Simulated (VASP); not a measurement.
A run of VASP 6.6.1:

INCAR

```
SYSTEM = GaN
  ALGO = Normal
  EDIFF = 1E-7
  EDIFFG = -0.005
  ENCUT = 600
  IBRION = 2
  ISIF = 3
  ISMEAR = 0
  LASPH = .True.
  LCHARG = .False.
  LMIXTAU = .True.
  LREAL = .False.
  LWAVE = .False.
  METAGGA = R2SCAN
  NELM = 80
  NSW = 90
  PREC = Accurate
  SIGMA = 0.02
```

KPOINTS

```
k-points
0
Gamma
  14 14 14
  0 0 0
```

Contents of POSCAR:

```
GaN
1.0
    0.0000000000      2.1352350000      2.1352350000
    2.1352350000      0.0000000000      2.1352350000
    2.1352350000      2.1352350000      0.0000000000
Ga N
1 1
Direct
    0.0000000000      0.0000000000      0.0000000000
    0.5000000000      0.5000000000      0.5000000000
```

Potentials or basis: VASP PAW PBE potentials, release 64 (Ga_d, N).

Command:

```console
$ cat potpaw_PBE.64/Ga_d/POTCAR potpaw_PBE.64/N/POTCAR > POTCAR
$ mpirun -np 1 vasp_std > vasp.out
```

Hardware: 1 thread of AMD EPYC 9R45 96-Core Processor (Zen 5), with other jobs on the host.

Estimate the wall time of this run.

Wall time 3.8 min on 1 thread of AMD EPYC 9R45 96-Core Processor (Zen 5) (shared host), peak memory 0.15 GiB. Counts: scf iterations 61, k points 104, ion steps 4.
